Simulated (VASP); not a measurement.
Computed with PBEsol GGA, VASP's PBE PAW potentials (set 64) (plane waves; VASP).

VASP input:

KPOINTS:
```
K-points
0
gamma
  7 7 7
```

**INCAR**
```
! general
SYSTEM  = LiI
PREC    = Accurate
ENCUT   = 520
LREAL   = F
LASPH   = T

! electronic loop
EDIFF   = 1E-6
NELM    = 100
ALGO    = Normal
LMAXMIX = 4

! smearing
ISMEAR  = 0
SIGMA   = 0.05

! functional
GGA     = PS

! ions
IBRION  = 2
NSW     = 60
ISIF    = 3
EDIFFG  = -0.01

! output
LWAVE   = F
LCHARG  = F
```

### POSCAR
```
LiI
1
    0.0000000000     2.9513818569     2.9513818569
    2.9513818569     0.0000000000     2.9513818569
    2.9513818569     2.9513818569     0.0000000000
Li I
1 1
Direct
  0.0000000000   0.0000000000   1.0000000000
  0.5000000000   0.5000000000   0.5000000000
```

POTCAR, in this order: Li_sv I (PBE.64 set). Program: vasp_std.

Output

**OUTCAR**
```
 ion  position               nearest neighbor table
   1  0.000  0.000  0.000-   2 2.95   2 2.95   2 2.95   2 2.95   2 2.95   2 2.95
   2  0.500  0.500  0.500-   1 2.95   1 2.95   1 2.95   1 2.95   1 2.95   1 2.95
  LATTYP: Found a face centered cubic cell.
 ALAT       =     5.9027637138
 Subroutine PRICEL returns:
 Original cell was already a primitive cell.
 Subroutine GETGRP returns: Found 48 space group operations
The static configuration has the point symmetry O_h .
The dynamic configuration has the point symmetry O_h .
 Subroutine INISYM returns: Found 48 space group operations
 Subroutine IBZKPT returns following result:
 Found     20 irreducible k-points:

 Following reciprocal coordinates:
            Coordinates               Weight
  0.000000  0.000000  0.000000      1.000000
  0.142857  0.000000  0.000000      8.000000
  0.285714  0.000000  0.000000      8.000000
  0.428571  0.000000  0.000000      8.000000
  0.142857  0.142857  0.000000      6.000000
  0.285714  0.142857  0.000000     24.000000
  0.428571  0.142857  0.000000     24.000000
 -0.428571  0.142857  0.000000     24.000000
 -0.285714  0.142857  0.000000     24.000000
 -0.142857  0.142857  0.000000     12.000000
  0.285714  0.285714  0.000000      6.000000
  0.428571  0.285714  0.000000     24.000000
 -0.428571  0.285714  0.000000     24.000000
 -0.285714  0.285714  0.000000     12.000000
  0.428571  0.428571  0.000000      6.000000
 -0.428571  0.428571  0.000000     12.000000
  0.428571  0.285714  0.142857     24.000000
 -0.428571  0.285714  0.142857     48.000000
 -0.428571  0.428571  0.142857     24.000000
 -0.285714  0.428571  0.142857     24.000000
   k-points           NKPTS =     20   k-points in BZ     NKDIM =     20   number of bands    NBANDS=      9
   number of dos      NEDOS =    301   number of ions     NIONS =      2
   total plane-waves  NPLWV =  32768
   dimension x,y,z NGX =    32 NGY =   32 NGZ =   32
   dimension x,y,z NGXF=    64 NGYF=   64 NGZF=   64
   ions per type =               1   1
   PREC   = accura    normal or accurate (medium, high low for compatibility)
   ISTART =      0    job   : 0-new  1-cont  2-samecut
   ICHARG =      2    charge: 1-file 2-atom 10-const
   ISPIN  =      1    spin polarized calculation?
   LNONCOLLINEAR =      F non collinear calculations
   LSORBIT =      F    spin-orbit coupling
   INIWAV =      1    electr: 0-lowe 1-rand  2-diag
   ENCUT  =  520.0 eV  38.22 Ry    6.18 a.u.   7.76  7.76  7.76*2*pi/ulx,y,z
   NELM   =    100;   NELMIN=  2; NELMDL= -5     # of ELM steps
   EDIFF  = 0.1E-05   stopping-criterion for ELM
   LREAL  =      F    real-space projection
   NLSPLINE    = F    spline interpolate recip. space projectors
   LMAXMIX     =    4 max onsite mixed and CHGCAR
   VOSKOWN=      0    Vosko Wilk Nusair interpolation
   EDIFFG = -.1E-01   stopping-criterion for IOM
   NSW    =     60    number of steps for IOM
   NBLOCK =      1;   KBLOCK =     60    inner block; outer block
   IBRION =      2    ionic relax: 0-MD 1-quasi-New 2-CG
   NFREE  =      1    steps in history (QN), initial steepest desc. (CG)
   ISIF   =      3    stress and relaxation
   ISYM   =      2    0-nonsym 1-usesym 2-fastsym
   TEIN   =    0.0    initial temperature
   TEBEG  =    0.0;   TEEND  =   0.0 temperature during run
   SMASS  =  -3.00    Nose mass-parameter (am)
   PSTRESS=    0.0 pullay stress
   NELECT =      10.0000    total number of electrons
   EFERMI =   0.00;   METHOD = LEGACY
   ISMEAR =     0;   SIGMA  =   0.05  broadening in eV -4-tet -1-fermi 0-gaus
   IALGO  =     38    algorithm
   LDIAG  =      T    sub-space diagonalisation (order eigenvalues)
   IMIX   =      4    mixing-type and parameters
     AMIX     =   0.40;   BMIX     =  1.00
     AMIX_MAG =   1.60;   BMIX_MAG =  1.00
...
```

**OSZICAR**
```
       N       E                     dE             d eps       ncg     rms          rms(c)
DAV:   1     0.377477869712E+02    0.37748E+02   -0.35928E+03   360   0.971E+02
DAV:   2    -0.423207623986E+01   -0.41980E+02   -0.40565E+02   494   0.131E+02
DAV:   3    -0.611980238151E+01   -0.18877E+01   -0.18863E+01   437   0.329E+01
DAV:   4    -0.616833771143E+01   -0.48535E-01   -0.48517E-01   551   0.610E+00
DAV:   5    -0.616880164722E+01   -0.46394E-03   -0.46391E-03   485   0.560E-01    0.217E+00
DAV:   6    -0.615638607915E+01    0.12416E-01   -0.17747E-02   465   0.787E-01    0.138E+00
DAV:   7    -0.615656761285E+01   -0.18153E-03   -0.21654E-02   520   0.928E-01    0.265E-01
DAV:   8    -0.615676705217E+01   -0.19944E-03   -0.23402E-03   389   0.368E-01    0.486E-02
DAV:   9    -0.615676797057E+01   -0.91840E-06   -0.58423E-05   467   0.693E-02    0.166E-02
DAV:  10    -0.615677202006E+01   -0.40495E-05   -0.61929E-06   429   0.220E-02    0.491E-03
DAV:  11    -0.615677380217E+01   -0.17821E-05   -0.10701E-06   394   0.921E-03    0.481E-03
DAV:  12    -0.615677391463E+01   -0.11246E-06   -0.42582E-08   205   0.182E-03
   1 F= -.61567739E+01 E0= -.61567739E+01  d E =-.615677E+01
```

**OUTCAR**
```
------------------------ aborting loop because EDIFF is reached ----------------------------------------
  FORCE on cell =-STRESS in cart. coord.  units (eV):
  Direction    XX          YY          ZZ          XY          YZ          ZX
  --------------------------------------------------------------------------------------
  Total        0.0014902      0.0014902      0.0014902      0.0000000      0.0000000      0.0000000
  in kB        0.0464361      0.0464361      0.0464361      0.0000000      0.0000000      0.0000000
  external PRESSURE =       0.0464361 kB  Pullay stress =       0.0000000 kB
  volume of cell :       51.42
      direct lattice vectors                 reciprocal lattice vectors
     0.000000000  2.951381857  2.951381857    -0.169412168  0.169412168  0.169412168
     2.951381857  0.000000000  2.951381857     0.169412168 -0.169412168  0.169412168
     2.951381857  2.951381857  0.000000000     0.169412168  0.169412168 -0.169412168
 POSITION                                       TOTAL-FORCE (eV/Angst)
 -----------------------------------------------------------------------------------
      0.00000      0.00000      0.00000        -0.000000      0.000000      0.000000
      2.95138      2.95138      2.95138         0.000000     -0.000000     -0.000000
 -----------------------------------------------------------------------------------
    total drift:                                0.000000     -0.000000      0.000000
  FREE ENERGIE OF THE ION-ELECTRON SYSTEM (eV)
  ---------------------------------------------------
  free  energy   TOTEN  =        -6.1567739146 eV

  energy  without entropy=       -6.1567739146  energy(sigma->0) =       -6.15677391

 reached required accuracy - stopping structural energy minimisation
```
(Selected blocks of OUTCAR.)

The compound is LiI in the rock salt structure. It was relaxed first, which changed the volume by -6 %. The start is the result of an earlier pass.
